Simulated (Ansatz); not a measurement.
# TiB$_{2}$: a prediction, then the measurements

All numbers below come from Ansatz 0.2.0, DFT PBE, scalar-relativistic, plane waves, PAW.

Cutoff 420 eV; k points 18×18×14 on the computed 3-atom cell (Γ-centred); Gaussian smearing, width 0.10 eV; no spin polarisation.

Relaxed structure:

```xyz
3
Lattice="3.0318 0.0000 0.0000 -1.5159 2.6256 0.0000 0.0000 0.0000 3.2242" Properties=species:S:1:pos:R:3 pbc="T T T"
Ti    0.0000    0.0000    0.0000
B     0.0000    1.7504    1.6121
B     1.5159    0.8752    1.6121
```

| Item | Value |
| --- | --- |
| Space group | P6/mmm (No. 191) |
| Volume per atom | 57.7 bohr³ |
| Formation energy from the elements' standard states (uncorrected) | -1.066 eV/atom |
| Kohn–Sham band gap | none (metal) |
| Density of states at the Fermi level | 0.3 states/eV per cell |
| Orbital (Löwdin) character within 0.5 eV of the Fermi level | Ti 3d 83 %, B 2p 16 % |
| Bader charge by site (e) | Ti (1 in the cell) 1.45, B (2 in the cell) -0.73 |

**Against measurements.**

Against the measured lattice constant a of TiB2, 3.026 Å (a printed reference work (data compilation)), the calculated 3.032 Å is off by +0.2 %. Measured lattice constant c of TiB2: 3.2326 Å (a printed reference work (data compilation)). This calculation gives 3.224 Å (-0.3 %). The calculation is for 0 K without zero-point motion.

It was relaxed from a cell as deposited in COD. Löwdin shares on free-atom orbitals overweight diffuse shells.
